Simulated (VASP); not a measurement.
These are PBEsol GGA, VASP's PBE PAW potentials (set 64) (plane waves; VASP) values and carry that method's errors. Each cell was relaxed at this level, without spin-orbit coupling.

Task: Which of these comes out without a gap?
A) PtS2, P-3m1 (164)
B) KBr, Fm-3m (225)
C) Zr, P6_3/mmc (194)
D) CsCl, Pm-3m (221)

Result: C, Zr, P6_3/mmc (194). The others have gaps of 0.32 eV (PtS2, P-3m1 (164)), 5.21 eV (CsCl, Pm-3m (221)), 4.33 eV (KBr, Fm-3m (225)).
